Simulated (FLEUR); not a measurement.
# free-standing square V monolayer, spacing 2.546 A: parallel and opposed starts

Aim: find out whether free-standing square V monolayer, spacing 2.546 A carries moments, and which collinear order costs least.

Main program and level: FLEUR MaX-R8.1; LDA (VWN); all-electron FLAPW film, Dirac cores, scalar-relativistic bands.

Most raw output is cut from this account.

**1. The starting structure**

The cell holds 1 atom: 1 V. Cell: a = 2.546 Å, b = 2.546 Å, c = 14.000 Å, α = 90.0°, β = 90.0°, γ = 90.0°. Model lattice. Vacuum lies along c.

Coordinates:

```cif
data_structure
_symmetry_space_group_name_H-M 'P 1'
_symmetry_Int_Tables_number 1
_cell_length_a 2.5460
_cell_length_b 2.5460
_cell_length_c 14.0000
_cell_angle_alpha 90.000
_cell_angle_beta 90.000
_cell_angle_gamma 90.000
_cell_volume 90.75
loop_
_atom_site_label
_atom_site_type_symbol
_atom_site_fract_x
_atom_site_fract_y
_atom_site_fract_z
_atom_site_occupancy
V1 V 0.00000 0.00000 0.50000 1
```

**2. Start 1: ferro +**

The parallel start comes first: it shows whether parallel moments hold.

inpgen writes inp.xml from crystal.txt; cutoffs, mixing, functional, smearing and local orbitals are then set in the file. The k list default-1 (kpts.xml, not shown) is a Γ-centred 10×10×1 mesh; where the ranks do not divide the number of points, some are split in two of half the weight.

Input file inp.xml:

```
<?xml version="1.0" encoding="UTF-8" standalone="no"?>
<fleurInput fleurInputVersion="0.39">
   <comment>
      V
   </comment>
   <calculationSetup>
      <cutoffs Kmax="3.6" Gmax="10.8" GmaxXC="10.8" numbands="0"/>
      <scfLoop itmax="120" minDistance="0.00002" maxIterBroyd="15" imix="Anderson" alpha="0.03" precondParam="0.0" spinf="2.0" sdNocoIR="T"/>
      <coreElectrons ctail="T" frcor="F" kcrel="0" coretail_lmax="0"/>
      <xcFunctional name="vwn" relativisticCorrections="F"/>
      <magnetism jspins="2"/>
      <soc l_soc="F" theta="0.0" phi="0.0" spav="F"/>
      <expertModes spex="0" secvar="F"/>
      <geometryOptimization l_f="F" forcealpha="1.0" forcemix="BFGS" epsdisp="0.00001" epsforce="0.00001"/>
      <ldaU l_linMix="F" mixParam="0.05" spinf="1.0"/>
   </calculationSetup>
   <cell>
      <bzIntegration valenceElectrons="13.0" mode="hist" fermiSmearingEnergy="0.00293995">
         <kPointListSelection listName="default-1"/>
         <xi:include xmlns:xi="http://www.w3.org/2001/XInclude" href="kpts.xml"> </xi:include>
      </bzIntegration>
      <xi:include xmlns:xi="http://www.w3.org/2001/XInclude" href="sym.xml"> </xi:include>
      <filmLattice scale="1.0" dVac="5.38" dTilda="7.88">
         <bravaisMatrixFilm>
            <row-1>    4.8112427132315991     0.0000000000000000</row-1>
            <row-2>    0.0000000000000000     4.8112427132315991</row-2>
         </bravaisMatrixFilm>
         <vacuumEnergyParameters vacuum="1" spinUp="-.25" spinDown="-.25"/>
      </filmLattice>
   </cell>
   <atomSpecies>
      <species name="Vanadium (1.500" element="V" atomicNumber="23">
         <mtSphere radius="2.29" gridPoints="757" logIncrement="0.016"/>
         <atomicCutoffs lmax="8" lnonsphr="6"/>
         <electronConfig flipSpins="F">
            <coreConfig>(1s1/2) (2s1/2) (2p1/2) (2p3/2)</coreConfig>
            <valenceConfig>(3s1/2) (3p1/2) (3p3/2) (4s1/2) (3d3/2) (3d5/2)</valenceConfig>
            <stateOccupation state="(3d3/2)" spinUp="0.6" spinDown="0.6"/>
            <stateOccupation state="(3d5/2)" spinUp="1.65" spinDown="0.15"/>
         </electronConfig>
         <energyParameters s="4" p="4" d="3" f="4"/>
         <lo type="SCLO" l="0" n="3" eDeriv="0"/>
         <lo type="SCLO" l="1" n="3" eDeriv="0"/>
      </species>
   </atomSpecies>
   <atomGroups>
      <atomGroup species="Vanadium (1.500">
         <filmPos label="                   1">.0000000000 .0000000000 .0000000000</filmPos>
         <force calculate="T" relaxXYZ="TTT"/>
      </atomGroup>
   </atomGroups>
   <output dos="F" band="F" slice="F">
      <bandDOS minEnergy="-.5*Htr" maxEnergy="0.5*Htr" sigma="0.015" storeEVData="T"/>
      <plotting iplot="0" polar="F">
         <plot TwoD="T" vec1="  1.0  0.0  0.0" vec2="  0.0  1.0  0.0" vec3="  0.0  0.0  1.0" zero="  0.0  0.0 -0.5" file="plot"/>
      </plotting>
      <moessbauerParams electricFieldGradient="F" isomerShift="F" coreHyperfine="F" valenceHyperfine="F"/>
   </output>
</fleurInput>
```

Input file crystal.txt:

```
V
&input film=T cartesian=F /
2.54600000000  0.00000000000  0.00000000000
0.00000000000  2.54600000000  0.00000000000
0.00000000000  0.00000000000  1.00000000000
1.8897261246
1.0 1.0 1.0

1
23 0.00000000000  0.00000000000  0.00000000000 : 1.500

&kpt div1=10 div2=10 div3=1 gamma=T /
```

On the command line:

```bash
OMP_NUM_THREADS=1 inpgen -f crystal.txt > inpgen.log  # inp.xml is then edited as shown
OMP_NUM_THREADS=1 mpirun -n 2 fleur_MPI > fleur.log
```

Run time: 30 s. Hardware: 2 MPI ranks of Intel Xeon at 2.70GHz, shared host; peak memory 0.12 GiB; 59 s of CPU time.

Read from the output:

```yaml
free_energy: -25777.7892 eV
program_s_band_gap_on_this_mesh_in_a_metal_only_a_level_spacing: 0.04005 eV
final_state: non-magnetic
```

After 53 cycles the seed has died away: no moment is left.

**3. Run 2 (antiferro q=(1/2,1/2,0) +-)**

An opposed order shows whether neighbours prefer unlike signs.

The cell is doubled to 2 atoms to hold this order. The mesh is halved along the doubled vector, so that both cells sample the same points. The k list default-1 (kpts.xml, not shown) is a Γ-centred 5×10×1 mesh.

inp.xml, as its differences from that of step 2:

```diff
@@ -17,3 +17,3 @@
    <cell>
-      <bzIntegration valenceElectrons="13.0" mode="hist" fermiSmearingEnergy="0.00293995">
+      <bzIntegration valenceElectrons="26.0" mode="hist" fermiSmearingEnergy="0.00293995">
          <kPointListSelection listName="default-1"/>
@@ -24,4 +24,4 @@
          <bravaisMatrixFilm>
-            <row-1>    4.8112427132315991     0.0000000000000000</row-1>
-            <row-2>    0.0000000000000000     4.8112427132315991</row-2>
+            <row-1>    9.6224854264631983     0.0000000000000000</row-1>
+            <row-2>    4.8112427132315991     4.8112427132315991</row-2>
          </bravaisMatrixFilm>
@@ -44,2 +44,15 @@
       </species>
+      <species name="Vanadium (-1.500" element="V" atomicNumber="23">
+         <mtSphere radius="2.29" gridPoints="757" logIncrement="0.016"/>
+         <atomicCutoffs lmax="8" lnonsphr="6"/>
+         <electronConfig flipSpins="F">
+            <coreConfig>(1s1/2) (2s1/2) (2p1/2) (2p3/2)</coreConfig>
+            <valenceConfig>(3s1/2) (3p1/2) (3p3/2) (4s1/2) (3d3/2) (3d5/2)</valenceConfig>
+            <stateOccupation state="(3d3/2)" spinUp="0.6" spinDown="0.6"/>
+            <stateOccupation state="(3d5/2)" spinUp="0.15" spinDown="1.65"/>
+         </electronConfig>
+         <energyParameters s="4" p="4" d="3" f="4"/>
+         <lo type="SCLO" l="0" n="3" eDeriv="0"/>
+         <lo type="SCLO" l="1" n="3" eDeriv="0"/>
+      </species>
    </atomSpecies>
@@ -48,2 +61,6 @@
          <filmPos label="                   1">.0000000000 .0000000000 .0000000000</filmPos>
+         <force calculate="T" relaxXYZ="TTT"/>
+      </atomGroup>
+      <atomGroup species="Vanadium (-1.500">
+         <filmPos label="                   2">1.000/2.000 .0000000000 .0000000000</filmPos>
          <force calculate="T" relaxXYZ="TTT"/>
```

Input file crystal.txt:

```
V
&input film=T cartesian=F /
5.09200000000  0.00000000000  0.00000000000
2.54600000000  2.54600000000  0.00000000000
0.00000000000  0.00000000000  1.00000000000
1.8897261246
1.0 1.0 1.0

2
23 0.00000000000  0.00000000000  0.00000000000 : 1.500
23 0.50000000000  0.00000000000  0.00000000000 : -1.500

&kpt div1=5 div2=10 div3=1 gamma=T /
```

Wall time 38 s (2 MPI ranks); peak memory 0.18 GiB; 76 s of CPU time.

Numbers from this step:

```
free energy                                                       : -51555.6460 eV
program's band gap on this mesh (in a metal only a level spacing) : 0.09434 eV
magnetization                                                     : 0 μB
final state                                                       : antiferromagnetic
largest moment                                                    : 1.324 μB
```

It lies 33.7 meV a seeded atom under the first start, and its largest moment is 1.32 μB against 0 μB.

**4. Start 3: antiferro q=(0,1/2,0) +-**

Another pattern of signs weighs the neighbour shells otherwise.

This order needs a doubled cell of 2 atoms. The mesh is halved along the doubled vector, so that both cells sample the same points. The k list default-1 (kpts.xml, not shown) is a Γ-centred 10×5×1 mesh.

inp.xml, as its differences from that of step 3:

```diff
@@ -24,4 +24,4 @@
          <bravaisMatrixFilm>
-            <row-1>    9.6224854264631983     0.0000000000000000</row-1>
-            <row-2>    4.8112427132315991     4.8112427132315991</row-2>
+            <row-1>    4.8112427132315991     0.0000000000000000</row-1>
+            <row-2>    0.0000000000000000     9.6224854264631983</row-2>
          </bravaisMatrixFilm>
@@ -64,3 +64,3 @@
       <atomGroup species="Vanadium (-1.500">
-         <filmPos label="                   2">1.000/2.000 .0000000000 .0000000000</filmPos>
+         <filmPos label="                   2">.0000000000 1.000/2.000 .0000000000</filmPos>
          <force calculate="T" relaxXYZ="TTT"/>
```

Input file crystal.txt:

```
V
&input film=T cartesian=F /
2.54600000000  0.00000000000  0.00000000000
0.00000000000  5.09200000000  0.00000000000
0.00000000000  0.00000000000  1.00000000000
1.8897261246
1.0 1.0 1.0

2
23 0.00000000000  0.00000000000  0.00000000000 : 1.500
23 0.00000000000  0.50000000000  0.00000000000 : -1.500

&kpt div1=10 div2=5 div3=1 gamma=T /
```

Run time: 49 s. Hardware: 2 MPI ranks; peak memory 0.19 GiB.

Spin moment in the muffin-tin sphere by atom:

| atom | spin moment in the muffin-tin sphere (μB) |
| --- | --- |
| V1 | 1.39 |
| V2 | -1.39 |

This step gave:

```yaml
free_energy: -51555.6136 eV
program_s_band_gap_on_this_mesh_in_a_metal_only_a_level_spacing: 0.009225 eV
magnetization: 0 μB
final_state: antiferromagnetic
```

It lies 17.5 meV a seeded atom under the first start, and its largest moment is 1.39 μB against 0 μB.

**5. Start 4: no spin polarisation**

Without spin polarisation no moment can form, so the difference from the other runs is what forming moments gains.

The k list default-1 (kpts.xml, not shown) is a Γ-centred 10×10×1 mesh.

Input file inp.xml:

```
<?xml version="1.0" encoding="UTF-8" standalone="no"?>
<fleurInput fleurInputVersion="0.39">
   <comment>
      V
   </comment>
   <calculationSetup>
      <cutoffs Kmax="3.6" Gmax="10.8" GmaxXC="10.8" numbands="0"/>
      <scfLoop itmax="120" minDistance="0.00002" maxIterBroyd="15" imix="Anderson" alpha="0.03" precondParam="0.0" spinf="2.0" sdNocoIR="T"/>
      <coreElectrons ctail="T" frcor="F" kcrel="0" coretail_lmax="0"/>
      <xcFunctional name="vwn" relativisticCorrections="F"/>
      <magnetism jspins="1"/>
      <soc l_soc="F" theta="0.0" phi="0.0" spav="F"/>
      <expertModes spex="0" secvar="F"/>
      <geometryOptimization l_f="F" forcealpha="1.0" forcemix="BFGS" epsdisp="0.00001" epsforce="0.00001"/>
      <ldaU l_linMix="F" mixParam="0.05" spinf="1.0"/>
   </calculationSetup>
   <cell>
      <bzIntegration valenceElectrons="13.0" mode="hist" fermiSmearingEnergy="0.00293995">
         <kPointListSelection listName="default-1"/>
         <xi:include xmlns:xi="http://www.w3.org/2001/XInclude" href="kpts.xml"> </xi:include>
      </bzIntegration>
      <xi:include xmlns:xi="http://www.w3.org/2001/XInclude" href="sym.xml"> </xi:include>
      <filmLattice scale="1.0" dVac="5.38" dTilda="7.88">
         <bravaisMatrixFilm>
            <row-1>    4.8112427132315991     0.0000000000000000</row-1>
            <row-2>    0.0000000000000000     4.8112427132315991</row-2>
         </bravaisMatrixFilm>
         <vacuumEnergyParameters vacuum="1" spinUp="-.25" spinDown="-.25"/>
      </filmLattice>
   </cell>
   <atomSpecies>
      <species name="Vanadium (V)" element="V" atomicNumber="23">
         <mtSphere radius="2.29" gridPoints="757" logIncrement="0.016"/>
         <atomicCutoffs lmax="8" lnonsphr="6"/>
         <electronConfig flipSpins="F">
            <coreConfig>(1s1/2) (2s1/2) (2p1/2) (2p3/2)</coreConfig>
            <valenceConfig>(3s1/2) (3p1/2) (3p3/2) (4s1/2) (3d3/2) (3d5/2)</valenceConfig>
            <stateOccupation state="(3d3/2)" spinUp="0.600000" spinDown="0.600000"/>
            <stateOccupation state="(3d5/2)" spinUp="0.900000" spinDown="0.900000"/>
         </electronConfig>
         <energyParameters s="4" p="4" d="3" f="4"/>
         <lo type="SCLO" l="0" n="3" eDeriv="0"/>
         <lo type="SCLO" l="1" n="3" eDeriv="0"/>
      </species>
   </atomSpecies>
   <atomGroups>
      <atomGroup species="Vanadium (V)">
         <filmPos label="                   1">.0000000000 .0000000000 .0000000000</filmPos>
         <force calculate="T" relaxXYZ="TTT"/>
      </atomGroup>
   </atomGroups>
   <output dos="F" band="F" slice="F">
      <bandDOS minEnergy="-.5*Htr" maxEnergy="0.5*Htr" sigma="0.015" storeEVData="T"/>
      <plotting iplot="0" polar="F">
         <plot TwoD="T" vec1="  1.0  0.0  0.0" vec2="  0.0  1.0  0.0" vec3="  0.0  0.0  1.0" zero="  0.0  0.0 -0.5" file="plot"/>
      </plotting>
      <moessbauerParams electricFieldGradient="F" isomerShift="F" coreHyperfine="F" valenceHyperfine="F"/>
   </output>
</fleurInput>
```

Input file crystal.txt:

```
V
&input film=T cartesian=F /
2.54600000000  0.00000000000  0.00000000000
0.00000000000  2.54600000000  0.00000000000
0.00000000000  0.00000000000  1.00000000000
1.8897261246
1.0 1.0 1.0

1
23 0.00000000000  0.00000000000  0.00000000000

&kpt div1=10 div2=10 div3=1 gamma=T /
```

Run time: 6.8 s. Hardware: 2 MPI ranks; peak memory 0.11 GiB; 13 s of CPU time.

This step gave:

| Item | Value |
| --- | --- |
| free energy | -25777.7892 eV |
| program's band gap on this mesh (in a metal only a level spacing) | 0.04005 eV |
| final state | non-magnetic (no spin polarisation) |

It ends in the same state without moments as the first start; the 3.6e-4 meV a seeded atom between them is numerical noise.

**6. A faulty input**

An input with a fault is tried, to see how the program answers.

inp.xml, as its differences from that of step 2:

```diff
@@ -7,5 +7,5 @@
       <cutoffs Kmax="3.6" Gmax="10.8" GmaxXC="10.8" numbands="0"/>
-      <scfLoop itmax="120" minDistance="0.00002" maxIterBroyd="15" imix="Anderson" alpha="0.03" precondParam="0.0" spinf="2.0" sdNocoIR="T"/>
+      <scfLoop itmax="100" minDistance="0.00002" maxIterBroyd="15" imix="Anderson" alpha="0.03" precondParam="0.0" spinf="2.0" sdNocoIR="T"/>
       <coreElectrons ctail="T" frcor="F" kcrel="0" coretail_lmax="0"/>
-      <xcFunctional name="vwn" relativisticCorrections="F"/>
+      <xcFunctional name="pbe96" relativisticCorrections="F"/>
       <magnetism jspins="2"/>
```

crystal.txt is that of step 2.

It took 2.8 s on 2 MPI ranks; peak memory 0.07 GiB.

The program refused the input before any cycle.

The program's message: “XML document cannot be validated against Schema.”

The fault in the input: an unknown functional.

The functional must be one that the program lists.

**7. The states side by side**

Free energies are divided by the number of seeded atoms, so that cells of unlike size compare. Wavevectors q in the names are fractions of the primitive cell's reciprocal vectors.

Orders:

| start | final state | typed order kept | energy over the lowest (meV a seeded atom) | largest sphere moment (μB) | net moment (μB a primitive cell) | mesh matched | CPU time (s) |
| --- | --- | --- | --- | --- | --- | --- | --- |
| ferro + | non-magnetic | no | 33.73 | 0 | 0 | yes | 59.46 |
| antiferro q=(1/2,1/2,0) +- | antiferromagnetic | yes | 0 | 1.324 | 0 | yes | 76.02 |
| antiferro q=(0,1/2,0) +- | antiferromagnetic | yes | 16.2 | 1.387 | 0 | yes | 97.98 |
| no spin polarisation | non-magnetic | - | 33.73 | 0 | 0 | yes | 13.05 |

**8. Results**

| Quantity | Value |
| --- | --- |
| lowest state found | antiferromagnetic (typed antiferro q=(1/2,1/2,0) +-) |
| largest site spin moment | 1.32 μB |
| next finished state | antiferromagnetic, 16.2 meV a seeded atom higher |
| energy gained by spin polarisation | 33.7 meV a seeded atom |

The lowest state found is antiferromagnetic, reached from the start antiferro q=(1/2,1/2,0) +-, with moments up to 1.32 μB. The next finished state costs 16 meV a seeded atom. 1 start left the typed pattern (a sign turned, or a seeded moment died or shrank under 0.15 μB), so such an energy belongs to the state reached, not the one typed. This is the lowest of 4 finished starts, no proof of the ground state.

[Logs and program files are shortened in this print: banners, set-up blocks, solver, clock and traceback lines can be left out without a mark of their own.]

[Logs are printed without paths, hosts, clocks, repeated set-up lines and the standing remarks that a program may print on its own settings, such as how far it seeks lower states.]

[Hosts, paths, dates, database ids (printed as entryN), source tags and the programs' standing remarks are cut or masked in the printed files.]

[Where a cell is said to come from a database of computed structures, the database is the Materials Project.]
